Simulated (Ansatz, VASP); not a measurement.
One calculation of FeCo (Wairauite), two programs

```
Co Fe
1.0
     2.79868    0.00000    0.00000
     0.00000    2.79868    0.00000
     0.00000    0.00000    2.79868
Co Fe
1 1
Cartesian
  0.0000 0.0000 0.0000
  1.3993 1.3993 1.3993
```

Change from the starting cell: volume scaled by 0.94.

Alike in both runs: task single point; functional PBE; k mesh 9 × 9 × 9; occupations fermi-dirac, width 0.05 eV; collinear spin, ferromagnetic start.

```csv
,VASP,Ansatz
version,VASP 6.6.1,Ansatz 0.2.0
potentials or method,"VASP PAW PBE potentials, release 64 (Co, Fe)",Ansatz PAW
plane-wave cutoff (eV),520,420
valence electrons in the cell,17,33
```

Ansatz gave:

```
gap on the k mesh at the Fermi level (eV)                     : none
pressure (GPa)                                                : 9.5
net moment per atom (μB)                                      : 2.18
size of the moment on the site where the two differ most (μB) : 1.78
```

Question: What did VASP give for the same quantities?

Answer: gap on the k mesh at the Fermi level (eV): none; pressure (GPa): 8.7; net moment per atom (μB): 2.17; size of the moment on the site where the two differ most (μB): 1.70.

Site moments also hang on the region over which each program counts them. A gap of «none» marks a metal or a gap that the smearing closes. The two sets of potentials don't hold the same shells in valence.
